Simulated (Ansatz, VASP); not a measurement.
# Ti32O63 (V_O hop (2.7 A)): VASP beside Ansatz

Wanted: the spread between two codes on one cell, functional and k mesh. The structure shown is the start of the Ansatz relaxation below; VASP solves that cell, so the two are compared at the walk's first step.

Calculated with Ansatz 0.2.0; plane waves, with VASP 6.6.1 beside it; single point at PBEsol.

**1. The starting structure**

The cell holds 95 atoms: 32 Ti and 63 O. Its edges and angles: a = 9.076 Å, b = 10.990 Å, c = 9.758 Å, α = 90.0°, β = 90.0°, γ = 90.0°. It derives from TiO2 (TiO2 (Pbcn)). Nearest the centre at fractional (0.500, 0.559, 0.625): O93 at 1.32 Å, Ti22 at 1.61 Å, O65 at 2.31 Å, O43 at 2.32 Å, Ti28 at 2.45 Å, Ti32 at 2.46 Å, O87 at 2.49 Å, O61 at 2.50 Å. The cell carries charge +2.

**2. Ansatz: relaxation, PBEsol**

Ansatz runs on its default PAW (the set named soft_2) files.

The two programs are compared at the cell with which this relaxation starts, whose forces are those of its first step.

input.yaml

```yaml
crystal:
  lattice:
    - [9.07556403, 0.0, 0.0]
    - [0.0, 10.98982655, 0.0]
    - [0.0, 0.0, 9.75788854]
  atoms:
    - { symbol: Ti, position: [0.25362632, 0.33882175, 0.37548813] }
    - { symbol: Ti, position: [0.00355573, 0.41234057, 0.12830758] }
[... 2 atom lines left out ...]
    - { symbol: O, position: [0.36366403, 0.30686212, 0.0379407] }
    - { symbol: O, position: [0.11683323, 0.44168669, 0.46036726] }
[... 2 atom lines left out ...]
    - { symbol: O, position: [0.36482394, 0.19160483, 0.29012592] }
[... 3 atom lines left out ...]
    - { symbol: Ti, position: [0.24668627, 0.33831706, 0.87186866] }
[... 1 atom line left out ...]
    - { symbol: Ti, position: [0.24761119, 0.1624462, 0.62608808] }
[... 1 atom line left out ...]
    - { symbol: O, position: [0.36421686, 0.30910843, 0.54060295] }
[... 3 atom lines left out ...]
    - { symbol: O, position: [0.36519262, 0.19189623, 0.78906645] }
    - { symbol: O, position: [0.11296167, 0.0599563, 0.70951353] }
[... 2 atom lines left out ...]
    - { symbol: Ti, position: [0.2508986, 0.83556383, 0.37309969] }
[... 2 atom lines left out ...]
    - { symbol: Ti, position: [-0.00215989, 0.58652175, 0.37496248] }
    - { symbol: O, position: [0.36598971, 0.80767491, 0.04426497] }
    - { symbol: O, position: [0.11430247, 0.93898576, 0.45963978] }
    - { symbol: O, position: [0.3852732, 0.94032906, 0.29183496] }
    - { symbol: O, position: [0.13578876, 0.8072061, 0.21021163] }
[... 1 atom line left out ...]
    - { symbol: O, position: [0.11372569, 0.55722659, 0.2100466] }
    - { symbol: O, position: [0.38548371, 0.55688723, 0.03828902] }
[... 5 atom lines left out ...]
    - { symbol: O, position: [0.36421686, 0.80910843, 0.54060295] }
[... 1 atom line left out ...]
    - { symbol: O, position: [0.3843914, 0.94042062, 0.79121282] }
    - { symbol: O, position: [0.12549031, 0.81454435, 0.71740429] }
    - { symbol: O, position: [0.36421686, 0.69089157, 0.79060294] }
[... 7 atom lines left out ...]
    - { symbol: O, position: [0.61421686, 0.44089157, 0.45939706] }
[... 1 atom line left out ...]
    - { symbol: O, position: [0.6348258, 0.30906063, 0.21033718] }
    - { symbol: O, position: [0.86275473, 0.1924877, 0.29343219] }
    - { symbol: O, position: [0.61360705, 0.05780763, 0.21176123] }
[... 1 atom line left out ...]
    - { symbol: O, position: [0.63310915, 0.19289635, 0.4629242] }
    - { symbol: Ti, position: [0.7583563, 0.33622823, 0.88205651] }
    - { symbol: Ti, position: [0.5, 0.41243739, 0.625] }
    - { symbol: Ti, position: [0.74904996, 0.16054228, 0.62671884] }
[... 2 atom lines left out ...]
    - { symbol: O, position: [0.61247423, 0.43943084, 0.95514033] }
[... 5 atom lines left out ...]
    - { symbol: O, position: [0.63616742, 0.18982317, 0.96231451] }
    - { symbol: Ti, position: [0.74793225, 0.83723164, 0.37469131] }
    - { symbol: Ti, position: [0.50396152, 0.9151245, 0.12779965] }
    - { symbol: Ti, position: [0.76182395, 0.67074907, 0.11522367] }
    - { symbol: Ti, position: [0.5, 0.58756261, 0.375] }
[... 5 atom lines left out ...]
    - { symbol: O, position: [0.62195651, 0.55787092, 0.19887351] }
[... 2 atom lines left out ...]
    - { symbol: Ti, position: [0.74590834, 0.83796725, 0.86941281] }
    - { symbol: Ti, position: [0.49686677, 0.91222144, 0.62397622] }
[... 1 atom line left out ...]
    - { symbol: Ti, position: [0.5, 0.58756261, 0.875] }
    - { symbol: O, position: [0.86201791, 0.80799327, 0.54036196] }
[... 2 atom lines left out ...]
    - { symbol: O, position: [0.63578314, 0.80910843, 0.70939706] }
    - { symbol: O, position: [0.86030098, 0.68858534, 0.78855228] }
    - { symbol: O, position: [0.385725, 0.559138, 0.540675] }
    - { symbol: O, position: [0.88356661, 0.55832701, 0.53965786] }
    - { symbol: O, position: [0.63478556, 0.68969141, 0.95591051] }
total_charge: 2
basis:
  ecutwfc: 420
  xc_grid: 2
hamiltonian:
  xc: pbesol
kpoints:
  mp_grid: { grid: [1, 1, 1], shift: [0.25, 0.25, 0.25] }
scf:
  occupations: { method: fixed }
  max_iter: 150
output:
  forces: true
relax:
  f_tol: 0.02
  max_steps: 70
  random_displacement: { amplitude: 0.01, seed: 1662 }
```

Started as:

```bash
ansatz run input.yaml --threads 32 --pin off --max-ram 84787MiB --backend cuda --events-out ev --progress --plain --runs-dir out --max-vram 78GiB
```

Numbers of over 12 decimals in the logs are rounded to 6 here.

Log:

```text
The last accepted step is kept in <dir> (removed where the run ends without a failure and the disk answers)
Engine: ansatz 0.2.0, aarch64-unknown-linux-gnu
Pseudopotentials: kind: paw
Pseudopotential: Ti, paw, valence charge 12, recommended cutoff 420 eV (normal), Ti.paw.azcp
Pseudopotential: O, paw, valence charge 6, recommended cutoff 420 eV (normal), O.paw.azcp
Functional definition: PBEsol
  exchange = pbesol_x
  correlation = pbesol_c
[...]
Crystal: 95 atoms, lattice volume = 973.241 Å³
Basis set: ecut = 420 eV, 19047 PW (Γ), exchange–correlation on 128×150×144 points (8 copies of the dense FFT grid, shifted against one another)
Bands: 475, of which v1, the nominal top of the filled ones, is band 380 counted from 1 (379 counted from 0)
Symmetry: 1 space group operations
k-points: 1
Non-local potential: Ti, projectors of the file, l = 0: 3, l = 1: 2, l = 2: 3, l = 3: 1
Non-local potential: O, projectors of the file, l = 0: 2, l = 1: 2, l = 2: 1
PAW form: soft (Blöchl's): semilocal exchange-correlation on the pseudo side does not see the compensation charge
PAW frozen core: Ti, regenerated for the run's functional, and the local potential with it (the file was generated under x = pbe(κ = 0.804, μ = 0.219515), c = pbe(β = 0.066725))
PAW frozen core: O, regenerated for the run's functional, and the local potential with it (the file was generated under x = pbe(κ = 0.804, μ = 0.219515), c = pbe(β = 0.066725))
PAW one-centre angular grid: Ti, 590 points (default); XC on 64 Gauss nodes
PAW one-centre angular grid: O, 110 points (default); XC on 64 Gauss nodes
Initial density: superposition of atomic densities (neutral atoms scaled as one to the charged cell's electrons: chi_scale 0, normalization atom), corrected by the library's trained network
Initial wavefunctions: pseudopotential atomic-orbital guess
[...]
Functional: x = pbesol(κ = 0.804, μ = 0.123457), c = pbesol(β = 0.046)
SCF iter   1: F=—  HF=-114651.650775 eV  |F-HF|=—  |Δ(HF+E_count)|=         —  Δρ=1.98e-2  dr2=4.99e0  ethr=1.77e-3  ⟨swp⟩=5.0  Hψ=1446  notcnv=0  defer=92
preconditioner: auto → Resta (q_TF=auto, 2.618 Å⁻¹)  ε∞=9.1  [insulator: Δε(μ)=1.368 eV  Ē_g=9.398 eV  n_scr=282 (ndim 8)  ℏωp=26.7 eV  f_vac=0.015  ε∞_Penn≈9.1]
SCF iter   2: F=—  HF=-114650.972086 eV  |F-HF|=—  |Δ(HF+E_count)|=   6.79e-1  Δρ=1.01e-2  dr2=1.30e0  ethr=6.56e-4  ⟨swp⟩=3.0  Hψ=703  notcnv=0  defer=93
[...]
SCF iter  10: F=-114650.728080 eV  HF=-114650.728082 eV  |F-HF|=1.55e-6  |Δ(HF+E_count)|=   2.95e-6  Δρ=1.94e-5  dr2=4.36e-6  ethr=1.32e-9  ⟨swp⟩=3.0  Hψ=1239  notcnv=0
SCF 1 converged in 10 iterations: F = -114650.728080 eV  dr2 = 4.36e-6
  greatest PAW one-centre occupation: 0.999 electrons in one spin orbital (limit 2), on the Ti atom at site 37 (counted from 0), in its partial waves of l = 0
relax step   1: F+E_penalty+E_count = -114650.72808023 eV  Δ(F+E_penalty+E_count) = +0.000e0 eV  max|allowed force component| = 3.472e0 eV/Å  Δτ_max = 0.0000 Å  (10 SCF iters, dr2 threshold 1.00e-5 eV, accepted)
[...]
relax step   2: F+E_penalty+E_count = -114653.14647000 eV  Δ(F+E_penalty+E_count) = -2.418e0 eV  max|allowed force component| = 1.765e0 eV/Å  Δτ_max = 0.1968 Å  (7 SCF iters, dr2 threshold 1.00e-4 eV, accepted)
[...]
relax step   3: F+E_penalty+E_count = -114654.02544971 eV  Δ(F+E_penalty+E_count) = -8.790e-1 eV  max|allowed force component| = 5.513e-1 eV/Å  Δτ_max = 0.2000 Å  (7 SCF iters, dr2 threshold 1.00e-4 eV, accepted)
[...]
relax step   4: F+E_penalty+E_count = -114654.15104775 eV  Δ(F+E_penalty+E_count) = -1.256e-1 eV  max|allowed force component| = 1.113e-1 eV/Å  Δτ_max = 0.0593 Å  (7 SCF iters, dr2 threshold 2.97e-5 eV, accepted)
[...]
relax step   5: F+E_penalty+E_count = -114654.15474946 eV  Δ(F+E_penalty+E_count) = -3.702e-3 eV  max|allowed force component| = 3.615e-2 eV/Å  Δτ_max = 0.0117 Å  (7 SCF iters, dr2 threshold 7.75e-7 eV, accepted)
[...]
relax step   6: F+E_penalty+E_count = -114654.15532898 eV  Δ(F+E_penalty+E_count) = -5.795e-4 eV  max|allowed force component| = 1.146e-2 eV/Å  Δτ_max = 0.0045 Å  (7 SCF iters, accepted)
SCF converged after 7 iterations
[...]
- { symbol: Ti, position: [0.011032, 0.921962, 0.631260] }
    - { symbol: Ti, position: [0.252093, 0.660836, 0.626737] }
    - { symbol: Ti, position: [0.0014548, 0.586353, 0.874930] }
    - { symbol: O, position: [0.366644, 0.807071, 0.542408] }
    - { symbol: O, position: [0.113963, 0.940733, 0.959272] }
    - { symbol: O, position: [0.386168, 0.940092, 0.789338] }
    - { symbol: O, position: [0.137380, 0.807777, 0.709381] }
    - { symbol: O, position: [0.365217, 0.689122, 0.793557] }
    - { symbol: O, position: [0.115865, 0.558126, 0.710397] }
    - { symbol: O, position: [0.133948, 0.690635, 0.961459] }
    - { symbol: Ti, position: [0.752731, 0.338155, 0.377965] }
    - { symbol: Ti, position: [0.499215, 0.407660, 0.132716] }
    - { symbol: Ti, position: [0.747974, 0.162675, 0.126457] }
    - { symbol: Ti, position: [0.498936, 0.088326, 0.374488] }
    - { symbol: O, position: [0.862297, 0.308509, 0.040502] }
    - { symbol: O, position: [0.616028, 0.441567, 0.466207] }
    - { symbol: O, position: [0.885330, 0.440616, 0.290493] }
    - { symbol: O, position: [0.635818, 0.306731, 0.211644] }
    - { symbol: O, position: [0.863487, 0.191432, 0.291008] }
    - { symbol: O, position: [0.614117, 0.058031, 0.209961] }
    - { symbol: O, position: [0.885010, 0.058226, 0.041015] }
    - { symbol: O, position: [0.633886, 0.191717, 0.460987] }
    - { symbol: Ti, position: [0.745645, 0.338745, 0.874454] }
    - { symbol: Ti, position: [0.487699, 0.400055, 0.615368] }
    - { symbol: Ti, position: [0.751381, 0.162373, 0.623832] }
    - { symbol: Ti, position: [0.501489, 0.088040, 0.872564] }
    - { symbol: O, position: [0.864772, 0.308386, 0.541048] }
    - { symbol: O, position: [0.610215, 0.444619, 0.958677] }
    - { symbol: O, position: [0.882146, 0.441606, 0.789371] }
    - { symbol: O, position: [0.635380, 0.313999, 0.709595] }
    - { symbol: O, position: [0.862836, 0.191430, 0.790880] }
    - { symbol: O, position: [0.614718, 0.057754, 0.708833] }
    - { symbol: O, position: [0.886552, 0.059928, 0.540629] }
    - { symbol: O, position: [0.634333, 0.191488, 0.959837] }
    - { symbol: Ti, position: [0.744137, 0.841267, 0.361771] }
    - { symbol: Ti, position: [0.495369, 0.915048, 0.121988] }
    - { symbol: Ti, position: [0.749547, 0.659553, 0.123853] }
    - { symbol: Ti, position: [0.503389, 0.587978, 0.377184] }
    - { symbol: O, position: [0.863550, 0.807070, 0.039651] }
[...]
- { symbol: Ti, position: [0.748584, 0.835524, 0.876646] }
    - { symbol: Ti, position: [0.502472, 0.911979, 0.625823] }
    - { symbol: Ti, position: [0.777942, 0.690902, 0.608973] }
    - { symbol: Ti, position: [0.480702, 0.585406, 0.901247] }
    - { symbol: O, position: [0.873649, 0.814502, 0.532586] }
    - { symbol: O, position: [0.613920, 0.940212, 0.957980] }
    - { symbol: O, position: [0.884871, 0.938828, 0.790228] }
    - { symbol: O, position: [0.636080, 0.801958, 0.707392] }
    - { symbol: O, position: [0.861156, 0.686493, 0.788136] }
    - { symbol: O, position: [0.398703, 0.557328, 0.551557] }
    - { symbol: O, position: [0.887338, 0.559612, 0.541208] }
    - { symbol: O, position: [0.634556, 0.687954, 0.958129] }
```

**3. VASP: single point, PBEsol, start cell, pair 1**

The same cell, functional and mesh now go to VASP, with its own data sets.

Lines of VASP's logs that name or quote its potential files are left out, and so is its time.

INCAR

```
SYSTEM = Ti32O63
PREC = Accurate
ENCUT = 520
EDIFF = 1E-06
NELM = 120
ISMEAR = 0
SIGMA = 0.01
LREAL = Auto
ALGO = Normal
GGA = PS
NELECT = 760
NBANDS = 448
LASPH = .TRUE.
LORBIT = 11
LWAVE = .FALSE.
LCHARG = .FALSE.
ISIF = 2
ISYM = 0
GGA_COMPAT = .FALSE.
EFERMI = MIDGAP
NCORE = 2
```

POSCAR

```
Ti32O63
1.0
    9.0755640306      0.0000000000      0.0000000000
    0.0000000000     10.9898265487      0.0000000000
    0.0000000000      0.0000000000      9.7578885424
Ti O
32 63
Direct
    0.2545820835      0.3385078903      0.3758557995
    0.0039831133      0.4128780359      0.1275824165
[... 2 atom lines left out ...]
    0.2477460346      0.3384938774      0.8720661199
    0.9998105903      0.4121698354      0.6223133185
[... 2 atom lines left out ...]
    0.2508293691      0.8356226515      0.3741202806
[... 3 atom lines left out ...]
    0.2557934683      0.8420963660      0.8883067236
[... 1 atom line left out ...]
    0.2505589727      0.6616532088      0.6249982231
[... 1 atom line left out ...]
    0.7469937931      0.3380508312      0.3755081834
[... 3 atom lines left out ...]
    0.7591932553      0.3364235990      0.8826857329
    0.4990482117      0.4121790257      0.6254264920
[... 2 atom lines left out ...]
    0.7486815119      0.8369612531      0.3753782372
[... 2 atom lines left out ...]
    0.4998114701      0.5877706051      0.3759821589
    0.7465923856      0.8374179482      0.8689001686
    0.4975967317      0.9116229411      0.6243435733
    0.7494156812      0.6628670587      0.6242783952
    0.4999533896      0.5867190871      0.8753817963
[... 1 atom line left out ...]
    0.1175690014      0.4418370007      0.4596235118
    0.3885717723      0.4441333062      0.2901245477
[... 5 atom lines left out ...]
    0.3650930112      0.3090296271      0.5412180081
[... 1 atom line left out ...]
    0.3868300624      0.4406465360      0.7907639000
    0.1352577091      0.3084538218      0.7095050297
    0.3662246213      0.1919154948      0.7894247784
[... 7 atom lines left out ...]
    0.3656317105      0.6881085854      0.2918388530
[... 1 atom line left out ...]
    0.3854000686      0.5559814773      0.0383489726
    0.1384438472      0.6868952814      0.4611566304
    0.3646868656      0.8086612615      0.5413811581
[... 1 atom line left out ...]
    0.3848181764      0.9400860836      0.7920792461
    0.1252449981      0.8136965548      0.7171101586
    0.3638833894      0.6907380172      0.7915642781
    0.1126353135      0.5589689676      0.7088238372
[... 2 atom lines left out ...]
    0.6142892035      0.4415382698      0.4601148067
[... 5 atom lines left out ...]
    0.6320955899      0.1928373474      0.4633207256
    0.8617976771      0.3107378433      0.5415739252
    0.6127132133      0.4393344134      0.9561348195
    0.8847544872      0.4409621006      0.7909603565
    0.6360917052      0.3084302546      0.7087770033
[... 5 atom lines left out ...]
    0.6131493295      0.9400717977      0.4613845486
[... 2 atom lines left out ...]
    0.8655042236      0.6900724926      0.2891518988
    0.6215353647      0.5580542125      0.1997977320
[... 1 atom line left out ...]
    0.6360297807      0.6908855173      0.4603958101
    0.8625223704      0.8081474226      0.5394675269
[... 2 atom lines left out ...]
    0.6363984630      0.8084587105      0.7089643390
    0.8600831831      0.6890833050      0.7893857330
    0.3853802351      0.5585198249      0.5413552304
    0.8829544889      0.5586754234      0.5404142481
    0.6339829658      0.6891084192      0.9561592100
```

KPOINTS

```
Points of the shifted mesh
1
Reciprocal
 0.2500000000  0.2500000000  0.2500000000 1
```

Potentials, in the order of the species: Ti_sv and O (PBE family, release 64).

Started as:

```bash
mpirun -np 8 vasp_std
```

Log:

```text
[banner, memory and clock lines left out]
running    8 mpi-ranks, on    1 nodes
[...]
|                                                                             |
|               ----> ADVICE to this user running VASP <----                  |
|                                                                             |
|     You enforced a specific xc type in the INCAR file but a different       |
|     [... a line on the potential file left out ...]
|     I HOPE YOU KNOW WHAT YOU ARE DOING!                                     |
|                                                                             |

 LDA part: xc-table for (Slater+PW92), standard interpolation
 POSCAR, INCAR and KPOINTS ok, starting setup
[...]
entering main loop
       N       E                     dE             d eps       ncg     rms          rms(c)
DAV:   1     0.132784701623E+05    0.13278E+05   -0.36254E+05   896   0.204E+03
DAV:   2     0.212096751240E+04   -0.11158E+05   -0.10708E+05   896   0.657E+02
DAV:   3    -0.818683083406E+03   -0.29397E+04   -0.28328E+04  1072   0.286E+02
DAV:   4    -0.113622754735E+04   -0.31754E+03   -0.31629E+03  1224   0.101E+02
DAV:   5    -0.116134808557E+04   -0.25121E+02   -0.25107E+02  1408   0.237E+01BRMIX: very serious problems
 the old and the new charge density differ
 old charge density:   762.00000 new  760.00001
    0.127E+02
DAV:   6    -0.906015365105E+03    0.25533E+03   -0.17352E+03  1248   0.105E+02    0.508E+01
DAV:   7    -0.902659090076E+03    0.33563E+01   -0.30362E+02  1280   0.342E+01    0.305E+01
DAV:   8    -0.901627168083E+03    0.10319E+01   -0.67466E+01  1344   0.217E+01    0.219E+01
DAV:   9    -0.900332913769E+03    0.12943E+01   -0.81468E+01  1312   0.125E+01    0.109E+01
[...]
DAV:  20    -0.898921540186E+03    0.37709E-05   -0.39976E-05  1352   0.201E-02    0.120E-02
DAV:  21    -0.898921539097E+03    0.10889E-05   -0.14601E-05  1168   0.848E-03    0.597E-03
DAV:  22    -0.898921538512E+03    0.58423E-06   -0.27046E-06   696   0.504E-03
   1 F= -.89892154E+03 E0= -.89892154E+03  d E =0.000000E+00
```

From OUTCAR (step 3):

```text
  FREE ENERGIE OF THE ION-ELECTRON SYSTEM (eV)
  ---------------------------------------------------
  free  energy   TOTEN  =      -898.9215385125 eV

  energy  without entropy=     -898.9215385125  energy(sigma->0) =     -898.92153851
```

This run has no spin polarisation, so a moment on Ti, if there is one, isn't seen.

**4. Differences**

Known differences besides the potentials themselves: fixed occupations in Ansatz, narrow Gaussian smearing in VASP; the cutoff is 420 eV in Ansatz and 520 eV in VASP (PREC = Accurate, projectors in real space); Ansatz makes its cores anew for this functional, VASP keeps those of its PBE data sets. Total energies have different zeros and are not compared.

Forces on 7 of the 95 atoms, those with the largest forces and the largest differences (eV/Å; atoms numbered as in POSCAR):

```csv
atom,"Ansatz x, y, z","VASP x, y, z"
Ti13,"-1.478, -0.324, -1.891","-1.504, -0.372, -1.935"
Ti14,"2.489, -1.241, 1.502","2.515, -1.240, 1.533"
Ti22,"-1.522, -3.284, -1.537","-1.500, -3.227, -1.534"
Ti27,"-1.146, -1.441, 1.700","-1.185, -1.429, 1.723"
Ti28,"0.653, -0.606, -2.177","0.677, -0.631, -2.195"
Ti31,"2.666, 2.303, -1.897","2.610, 2.284, -1.858"
Ti32,"-2.553, 0.228, 3.472","-2.529, 0.188, 3.407"
```

The forces differ by 21 meV/Å r.m.s., which is 3.1 % of the r.m.s. force of 0.677 eV/Å (both taken over all components). The cell carries a charge of +2 e against a uniform background, so its pressure also hangs on how the neutralising background is counted, and in a defect's cell a gap may be the spacing between its levels.

[end of part 1 of 2]

[Lines on the potential files, build, host, timing and source positions are cut from VASP's logs without a mark.]

[Logs are printed without paths, hosts, clocks, repeated set-up lines and the standing remarks that a program may print on its own settings, such as how far it seeks lower states.]

[Hosts, paths, dates, database ids (printed as entryN), source tags and the programs' standing remarks are cut or masked in the printed files.]
